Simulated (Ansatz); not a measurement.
# Zr2N(OH)2 MXene monolayer in a perpendicular field, part 2 of 2

Wanted: the out-of-plane response of the Zr2N(OH)2 MXene monolayer. A positive field points along +c.

Ansatz 0.2.0; plane-wave DFT, PBE-D3(BJ), Ansatz PAW.

So far. Step 2 (Relaxing the slab): The lattice constant a goes from 3.217 to 3.245 Å.

## Step 3: Atoms held, field 0

A sawtooth potential applies the field, turning back in the middle of the vacuum. With the dipole correction the typed value is the field outside the slab. The induced dipole is small, so the SCF threshold is tight.

The cell differs from the one that the last finished run ended in (c 44.985 → 25.081 Å).

Contents of input.yaml:

```yaml
crystal:
  lattice:
    - [3.245262275, 0.0, 0.0]
    - [-1.6226311375, 2.8104795721, 0.0]
    - [0.0, 0.0, 25.0810242029]
  atoms:
    - { symbol: H, position: [0.3333333333, 0.6666666667, 0.3588370207] }
    - { symbol: O, position: [0.3333333333, 0.6666666667, 0.3977642962] }
    - { symbol: Zr, position: [0.6666666667, 0.3333333333, 0.4515196395] }
    - { symbol: "N", position: [0.0, 0.0, 0.5] }
    - { symbol: Zr, position: [0.3333333333, 0.6666666667, 0.5484803605] }
    - { symbol: O, position: [0.6666666667, 0.3333333333, 0.6022357038] }
    - { symbol: H, position: [0.6666666667, 0.3333333333, 0.6411629793] }
kpoints:
  mp_grid: { grid: [18, 18, 1] }
  band_path:
    path: [[0, 0, 0], [0.5, 0, 0], [0.33333333, 0.33333333, 0], [0, 0, 0]]
    npoints: 16
hamiltonian:
  xc: pbe
  dispersion: d3bj
scf:
  occupations: { method: fermi_dirac, width: 0.02585 }
  convergence: { dr2_threshold: 1.0e-10 }
efield:
  axis: 3
  dipole_correction: true
  ramp_position: 0.97
  ramp_width: 0.06
  amplitude: 0
output:
  dos: { projected: true, e_range: [-6, 5] }
  write_potential: true
  write_density: true
  volumetric_format: npy
  elf: true
```

Command:

```bash
$ ansatz run input.yaml --threads 2 --pin off --max-ram 3072MiB --backend cpu --events-out ev --progress --plain --runs-dir out
```

Numbers of over 12 decimals in the logs are rounded to 6 here.

What it wrote:

```text
[...]
Crystal: 7 atoms, lattice volume = 228.758 Å³
Basis set: ecut = 420 eV, 4535 PW (Γ)
Bands: 29, of which v1, the nominal top of the filled ones, is band 22 counted from 1 (21 counted from 0)
Symmetry: 6 space group operations
k-points: 37 of 324 (time reversal used)
[...]
SCF iter   1: F=—  HF=-9925.825233 eV  |F-HF|=—  |Δ(HF+E_count)|=         —  Δρ=5.32e-3  dr2=1.13e0  ethr=1.77e-3  p=0.000 e·Å  D=1.51e-13 V/Å  ΔV_dip=-0.00 eV  dr2_dipole=7.34e-10  V_vac-E_F(+/−)=1.33/1.33 eV  ⟨swp⟩=6.9  Hψ=5109  notcnv=0  defer=1
efield: sawtooth ramp at fractional position 0.9700 (set: `efield.ramp_position`, or a place that a band, a saddle search or an elastic batch's reference lends), width 0.0600; the density the first Hamiltonian is built on has a dipole p = 0.000 e·Å; the dipole correction subtracts the counter field D = 1.51e-13 V/Å, which shifts the + side's vacuum level by -0.00 eV against the − side's; the planar-averaged density in the ramp window peaks in size at 2.3e-5 e/Å³
[...]
SCF iter   2: F=—  HF=-9925.755872 eV  |F-HF|=—  |Δ(HF+E_count)|=   6.94e-2  Δρ=1.46e-3  dr2=7.13e-2  ethr=1.77e-3  p=-0.000 e·Å  D=-2.33e-5 V/Å  ΔV_dip=0.00 eV  dr2_dipole=3.78e-7  V_vac-E_F(+/−)=1.82/1.82 eV  ⟨swp⟩=2.2  Hψ=1525  notcnv=0  defer=48
[...]
SCF iter  12: F=-9925.752673 eV  HF=-9925.752673 eV  |F-HF|=3.64e-11  |Δ(HF+E_count)|=  5.20e-10  Δρ=1.26e-7  dr2=4.64e-11  ethr=1.00e-12  p=-0.000 e·Å  D=-2.11e-7 V/Å  ΔV_dip=0.00 eV  dr2_dipole=6.41e-14  V_vac-E_F(+/−)=2.36/2.36 eV  ⟨swp⟩=9.1  Hψ=3991  notcnv=0
SCF 1 converged in 12 iterations: F = -9925.752673 eV  dr2 = 4.64e-11
[...]
NSCF: frozen V_eff on 49 k-points
efield: sawtooth ramp at fractional position 0.9700 (kept from the solve that this one continues, or follows in the run), width 0.0600; the density the first Hamiltonian is built on has a dipole p = -0.000 e·Å; the dipole correction subtracts the counter field D = -2.11e-7 V/Å, which shifts the + side's vacuum level by +0.00 eV against the − side's; the planar-averaged density in the ramp window peaks in size at 4.2e-6 e/Å³
[...]
SCF converged after 12 iterations
Free energy (F): -9925.752673 eV
[...]
Internal energy: -9925.747797 eV  (E = F + TS)
E sigma→0 (E₀):  -9925.750235 eV
Entropy (-TS):   -0.004876 eV (-0.697 meV/atom)
Fermi energy:    2.640306 eV
Dipole field:    D = 0.000000 V/Å  (p = 0.000000 e·Å, saw-weighted, corrected)
Work function:   Φ+ = 2.3566 eV   Φ− = 2.3567 eV
Levels:          The Fermi level and band energies are counted from a zero that moves with the ramp; work functions are not
[...]
--- Band table (eV; the first three rows and the last of 37) ---
  k-point 0: bands = [... 18 lower, -1.8853, -1.8853, 2.1714, 2.3835, 2.3835, 2.5020, 2.5405, 3.7530, ... 3 higher]
  k-point 1: bands = [... 18 lower, -2.0136, -1.9189, 2.1911, 2.2441, 2.4539, 2.5347, 2.6052, 3.9170, ... 3 higher]
  k-point 2: bands = [... 18 lower, -2.3518, -2.0053, 1.8264, 2.3691, 2.6288, 2.6580, 2.8056, 4.2235, ... 3 higher]
  k-point 36: bands = [... 18 lower, -2.8637, -2.7208, 2.8230, 2.8230, 2.9779, 5.0888, 5.2901, 5.2901, ... 3 higher]
```

Wall time 21 s (2 threads of Intel Xeon Platinum 8259CL at 2.50GHz (Skylake/Cascade Lake), shared host); peak memory 0.67 GiB.

Numbers from this step:

```yaml
energy_at_zero_smearing: -9925.7502 eV
work_function_upper_face: 2.357 eV
dipole_along_the_normal: 1.36e-7 e·Å
```

Running mean over a fixed 2.6 Å (it still follows the layers) of the planar mean; the ramp of the sawtooth is left out. Electron's electrostatic potential energy less the Fermi level against z:

z (Å), electron's electrostatic potential energy less the Fermi level (eV) and a bar from the least value:
```
      3.5        2.4 ##############################
      4.0        2.3 ##############################
      4.5        2.3 ##############################
      5.0        2.3 ##############################
      5.5        2.3 ##############################
      6.0        2.2 ##############################
      6.5        2.1 ##############################
      7.0        1.9 #############################
      7.5        1.5 ############################
      8.0        0.8 ###########################
      8.5       -0.2 #########################
      9.0       -1.8 ######################
      9.5       -3.7 ##################
     10.0       -7.0 ############
     10.5       -9.9 #######
     11.0      -11.5 ####
     11.5      -12.2 ##
     12.0      -12.8 #
     12.5      -13.4 
     13.0      -13.0 #
     13.5      -12.3 ##
     14.0      -11.7 ###
     14.5      -10.3 ######
     15.0       -7.6 ###########
     15.5       -4.2 ##################
     16.0       -2.0 ######################
     16.5       -0.4 #########################
     17.0        0.7 ###########################
     17.5        1.4 ############################
     18.0        1.9 #############################
     18.5        2.1 #############################
     19.0        2.2 ##############################
     19.5        2.3 ##############################
     20.0        2.3 ##############################
     20.5        2.3 ##############################
     21.0        2.3 ##############################
     21.5        2.4 ##############################
     22.0        2.4 ##############################
```

The density of states has structure finer than the step of the table below, so its rows give means over 0.2 eV, whole bins alone (the curve runs from -6 to 1.8 eV). Peaks (eV: height): -5.94: 8.56, -5.56: 10.8, -5.48: 12.6, -5.28: 20.5, 1.31: 8.23, 1.66: 7.45.

The density of states by energy, zero at the Fermi level; means over each step:

energy (eV), density of states (states/eV a cell) and a bar:
```
     -5.8        3.9 #############
     -5.6        7.3 ##########################
     -5.4        8.6 ##############################
     -5.2        6.7 #######################
     -5.0        2.4 ########
     -4.8        2.8 ##########
     -4.6        0.7 ##
     -4.4        0.0 
     -4.2        0.0 
     -4.0        0.0 
     -3.8        0.0 
     -3.6        0.0 
     -3.4        0.0 
     -3.2        0.0 
     -3.0        0.0 
     -2.8        0.5 ##
     -2.6        0.7 ###
     -2.4        0.8 ###
     -2.2        0.8 ###
     -2.0        0.9 ###
     -1.8        1.0 ###
     -1.6        1.2 ####
     -1.4        1.4 #####
     -1.2        0.9 ###
     -1.0        0.6 ##
     -0.8        0.5 ##
     -0.6        0.5 ##
     -0.4        2.1 #######
     -0.2        1.8 ######
      0.0        2.3 ########
      0.2        2.2 ########
      0.4        2.0 #######
      0.6        1.9 #######
      0.8        1.9 #######
      1.0        2.1 #######
      1.2        2.8 ##########
      1.4        3.5 ############
      1.6        5.8 ####################
```

Projected DOS per atom over height of the atomic layer and energy from the Fermi level. Layers: H O Zr N Zr O H from below.

Values in states/eV, 22 rows by 7 columns, each cell a mean:
```
0.18 0.14 1.95 0.40 1.95 0.14 0.18
0.17 0.10 0.93 0.29 0.93 0.10 0.17
0.16 0.09 0.53 0.10 0.53 0.09 0.16
0.16 0.09 0.50 0.07 0.50 0.09 0.16
0.17 0.10 0.62 0.07 0.62 0.10 0.17
0.12 0.08 0.71 0.06 0.71 0.08 0.12
0.04 0.03 0.52 0.04 0.52 0.03 0.04
0.01 0.01 0.21 0.03 0.21 0.01 0.01
0.01 0.03 0.36 0.05 0.36 0.03 0.01
0.01 0.04 0.53 0.07 0.53 0.04 0.01
0.01 0.03 0.41 0.04 0.41 0.03 0.01
0.01 0.02 0.37 0.03 0.37 0.02 0.01
0.00 0.02 0.34 0.01 0.34 0.02 0.00
0.00 0.00 0.04 0.00 0.04 0.00 0.00
0.00 0.00 0.00 0.00 0.00 0.00 0.00
0.00 0.00 0.00 0.00 0.00 0.00 0.00
0.00 0.00 0.00 0.00 0.00 0.00 0.00
0.00 0.03 0.00 0.04 0.00 0.03 0.00
0.00 0.43 0.15 1.01 0.15 0.43 0.00
0.00 0.58 0.44 2.01 0.44 0.58 0.00
0.01 1.26 0.99 4.17 0.99 1.26 0.01
0.00 1.51 0.41 0.96 0.41 1.51 0.00
```
Columns: height of the atomic layer (Å) from 9 to 16.1 (not evenly spaced); rows upwards: energy from the Fermi level (eV) from -5.96 to 1.78.

Electronic bands along the path, in eV, zero at the Fermi level:

```
  point  band 18  band 19  band 20  band 21  band 22  band 23  band 24  band 25
      Γ    -5.77    -4.53    -4.53    -0.47    -0.26    -0.26    -0.14    -0.10
halfway    -5.79    -5.37    -4.85    -1.91     0.36     0.68     0.99     1.07
      M    -5.55    -5.30    -4.74    -2.87     1.28     2.40     2.77     2.90
halfway    -5.46    -5.43    -5.28    -1.86     1.46     1.47     1.83     2.88
      K    -5.50    -5.50    -5.36     0.18     0.18     0.34     2.45     2.65
halfway    -5.72    -5.34    -5.22    -1.40    -0.57     1.01     1.19     1.79
      Γ    -5.77    -4.53    -4.53    -0.47    -0.26    -0.26    -0.14    -0.10
```

Electrostatic potential energy in the ca plane at fractional y = 0.333, with atoms of Zr and O and H within 0.2 Å of it. With pseudopotentials it is smooth inside the atoms' cores, unlike the true potential.

Ten even steps from '0' (-49 eV) to '9' (5 eV), each cell a mean:
```
99999998753468998888889999999999999999999999
99999998400037999996225579999999999999999999
99999997300016899995002138999999999999999999
99999998510037999997325679999999999999999999
99999998754578988888889999999999999999999999
99999999988889887678999999999999999999999999
99999999999999876668999999999999999999999999
99999999988889887778999999999999999999999999
```
Columns run along c (16.0 Å, from fractional 0.30 to 0.94 of the cell; values clipped at the 3rd and 97th percentile), rows up along a (3.2 Å). Atoms in or near the plane, at fractional coordinates: Zr at (0.45, 0.67), O at (0.60, 0.67), H at (0.64, 0.67).

Valence density in the ca plane at fractional y = 0.333, with atoms of Zr and O and H within 0.2 Å of it. It is the smooth field of the valence electrons, not physical close to the nuclei.

Ten steps, logarithmic in the rise over the least value, from '0' (0.0 e/Å³) to '9' (6.5 e/Å³), each cell a mean:
```
00000000000000000011234676433333345542100000
00000000000000000001137888633222479875310000
00000000000000000001147888742222489987410000
00000000000000000001236888633222478865310000
00000000000000000012234665433333345532100000
00000000000000000122333333444444432210000000
00000000000000000123443223444455421100000000
00000000000000000112333333444444332211000000
```
Columns run along c (16.0 Å, from fractional 0.11 to 0.74 of the cell), rows up along a (3.2 Å). Atoms in or near the plane, at fractional coordinates: Zr at (0.45, 0.67), O at (0.60, 0.67), H at (0.64, 0.67).

ELF in the ca plane at fractional y = 0.333, with atoms of Zr and O and H within 0.2 Å of it. It is the smooth field of the valence electrons, not physical close to the nuclei.

Ten even steps from '0' (0.00) to '9' (0.96), each cell a mean:
```
00000000001123331000001211565223211147764320
00000000001123331000000015867622321378778861
00000000001133422000000027725732321376489972
00000000001123331000000015767622221278778851
00000000001123331000001221465223211136754310
00000000001223321000123552111354223211210000
00000000001223321000124664112565224310000000
00000000001123321000113542111344222212321000
```
Columns run along c (16.0 Å, from fractional 0.06 to 0.70 of the cell), rows up along a (3.2 Å). Atoms in or near the plane, at fractional coordinates: Zr at (0.45, 0.67), O at (0.60, 0.67), H at (0.64, 0.67).

The work function of the upper face is 2.36 eV.

## Step 4: Single point, field 0.1 V/Å

Edit input.yaml of step 3 so:

```diff
@@ -29,5 +29,4 @@
   ramp_width: 0.06
-  amplitude: 0
+  amplitude: 0.1
 output:
-  dos: { projected: true, e_range: [-6, 5] }
   write_potential: true
@@ -35,2 +34 @@
   volumetric_format: npy
-  elf: true
```

What it wrote:

```text
[...]
Crystal: 7 atoms, lattice volume = 228.758 Å³
Basis set: ecut = 420 eV, 4535 PW (Γ)
Bands: 29, of which v1, the nominal top of the filled ones, is band 22 counted from 1 (21 counted from 0)
Symmetry: 6 space group operations
k-points: 37 of 324 (time reversal used)
[...]
k-point 0: bands = [... 18 lower, -1.8897, -1.8897, 2.1667, 2.3793, 2.3793, 2.4936, 2.5413, 3.7481, ... 3 higher]
  k-point 1: bands = [... 18 lower, -2.0180, -1.9234, 2.1867, 2.2396, 2.4496, 2.5280, 2.6043, 3.9122, ... 3 higher]
  k-point 2: bands = [... 18 lower, -2.3562, -2.0097, 1.8222, 2.3645, 2.6238, 2.6537, 2.8030, 4.2187, ... 3 higher]
  k-point 36: bands = [... 18 lower, -2.8633, -2.7249, 2.8180, 2.8196, 2.9736, 5.0844, 5.2853, 5.2862, ... 3 higher]
[key lines of the parts left out:]
SCF converged after 23 iterations
Free energy (F): -9925.755887 eV
Fermi energy:    2.636214 eV
Dipole field:    D = 0.050883 V/Å  (p = 0.064326 e·Å, saw-weighted, corrected)
```

Elapsed: 32 s, on 2 threads; peak memory 0.65 GiB.

The dipole is 0.0643 e·Å.

## Step 5: Atoms held, field -0.1 V/Å

Edit input.yaml of step 4 so:

```diff
@@ -29,3 +29,3 @@
   ramp_width: 0.06
-  amplitude: 0.1
+  amplitude: -0.1
 output:
```

What it wrote:

```text
[...]
Crystal: 7 atoms, lattice volume = 228.758 Å³
Basis set: ecut = 420 eV, 4535 PW (Γ)
Bands: 29, of which v1, the nominal top of the filled ones, is band 22 counted from 1 (21 counted from 0)
Symmetry: 6 space group operations
k-points: 37 of 324 (time reversal used)
[...]
k-point 0: bands = [... 18 lower, -1.8897, -1.8897, 2.1667, 2.3793, 2.3793, 2.4936, 2.5413, 3.7481, ... 3 higher]
  k-point 1: bands = [... 18 lower, -2.0180, -1.9234, 2.1867, 2.2396, 2.4496, 2.5280, 2.6043, 3.9122, ... 3 higher]
  k-point 2: bands = [... 18 lower, -2.3562, -2.0097, 1.8222, 2.3645, 2.6238, 2.6537, 2.8030, 4.2187, ... 3 higher]
  k-point 36: bands = [... 18 lower, -2.8633, -2.7249, 2.8180, 2.8196, 2.9736, 5.0844, 5.2853, 5.2862, ... 3 higher]
[key lines of the parts left out:]
SCF converged after 22 iterations
Free energy (F): -9925.755887 eV
Fermi energy:    2.636212 eV
Dipole field:    D = -0.050889 V/Å  (p = -0.064334 e·Å, saw-weighted, corrected)
```

Elapsed: 31 s, on 2 threads; peak memory 0.66 GiB; 62 s of CPU time.

The dipole is -0.0643 e·Å.

## Step 6: Response, atoms held

This step: plane-wave DFT, PBE-D3(BJ), Ansatz PAW; response to a field along the normal, atoms held (Ansatz 0.2.0).

The dipoles give the slope, and the difference of two potentials shows where the field is screened.

This step gave:

| Quantity | Value |
| --- | --- |
| equivalent conductor thickness p/(ε₀AE) | 12.76 Å |
| distance between the outer atoms | 7.081 Å |

Dipole of the cell against applied field:

```
applied field (V/Å)  dipole of the cell (e·Å)
            -0.1000                   -0.0643
             0.0000                    1.4e-7
             0.1000                    0.0643
```

Local field over the applied field, running mean. From the potentials at -0.1 and 0.1 V/Å; running mean over 2.5 Å. Local field over applied field against z:

```
z (Å)  local field over applied field
    5                           0.879
    6                           0.696
    7                           0.385
    8                          0.0583
    9                          -0.110
   10                          -0.115
   11                         -0.0613
   12                         -0.0168
   13                         -0.0138
   14                         -0.0567
   15                          -0.111
   16                          -0.115
   17                          0.0377
   18                           0.356
   19                           0.675
   20                           0.869
   21                           0.954
```

The induced electron density oscillates, so the rows of the table below give means over windows of 0.5 Å about each position, cut where the curve ends. Its maxima inside the range that stand out by 2 % of the span (Å: e/Å³ per V/Å): 7.38: 0.00237, 9.61: 2.7e-4, 10.45: 3.1e-4, 13.79: 8.2e-4, 15.05: 9.1e-4, 16.02: 6.2e-4. Its minima: 9.06: -6.2e-4, 10.03: -9.1e-4, 11.29: -8.2e-4, 14.63: -3.1e-4, 15.47: -2.7e-4, 17.70: -0.00237.

Electrons, planar mean, per unit field. Induced electron density against z; means over each step:

```
z (Å)  induced electron density (e/Å³ per V/Å)
  4.5                                   3.4e-4
  5.0                                   5.6e-4
  5.5                                   8.9e-4
  6.0                                  0.00135
  6.5                                  0.00187
  7.0                                  0.00225
  7.5                                  0.00233
  8.0                                  0.00198
  8.5                                   9.4e-4
  9.0                                  -4.0e-4
  9.5                                  -7.3e-5
 10.0                                  -4.7e-4
 10.5                                   1.1e-4
 11.0                                  -5.4e-4
 11.5                                  -5.2e-4
 12.0                                  -1.4e-4
 12.5                                  -1.7e-5
 13.0                                   1.3e-4
 13.5                                   4.2e-4
 14.0                                   6.3e-4
 14.5                                  -8.9e-5
 15.0                                   4.5e-4
 15.5                                   1.8e-5
 16.0                                   4.8e-4
 16.5                                  -6.9e-4
 17.0                                 -0.00187
 17.5                                 -0.00231
 18.0                                 -0.00229
 18.5                                 -0.00194
 19.0                                 -0.00144
 19.5                                  -9.6e-4
 20.0                                  -6.1e-4
 20.5                                  -3.7e-4
 21.0                                  -2.5e-4
```

By hand: between -0.1 and 0.1 V/Å the dipole changes by 0.1287 e·Å, a slope of 0.6433 e·Å²/V. A perfect conductor of thickness t has p = ε₀AEt, so t = 180.95 × 0.6433 / 9.121 = 12.76 Å (e/ε₀ = 180.95 V·Å, A in Å²).

The induced dipole is that of a conductor 12.76 Å thick.

## Step 7: Results

```json
{
  "gap without field": "none",
  "work function, upper face": "2.36 eV",
  "equivalent conductor thickness, atoms held": "12.8 Å"
}
```

The induced dipole equals that of a perfect conductor 12.76 Å thick, while the outer atoms lie 7.08 Å apart. There is no gap over 0.03 eV, with or without the field. The first relaxation ran with spin and lost its moment, and the later runs have none; other magnetic states were not tried. Spin-orbit coupling is left out. The MXene's terminations sit over the metal atoms of its far layer; the site over carbon or nitrogen, which some compounds prefer, was not run.

[Logs are printed without paths, hosts, clocks, repeated set-up lines and the standing remarks that a program may print on its own settings, such as how far it seeks lower states.]

[Hosts, paths, dates, database ids (printed as entryN), source tags and the programs' standing remarks are cut or masked in the printed files.]

[Maps of the electrostatic potential energy from Ansatz leave out the sawtooth potential of an applied field or a dipole correction, so their vacuum need not be flat; planar profiles and work functions include it.]

[The density of states shown here was stored with 400 of the rows of the run's finer table, so its peaks can read low, often by over a quarter, or be missed, and its means over a window can be off by a tenth or more.]
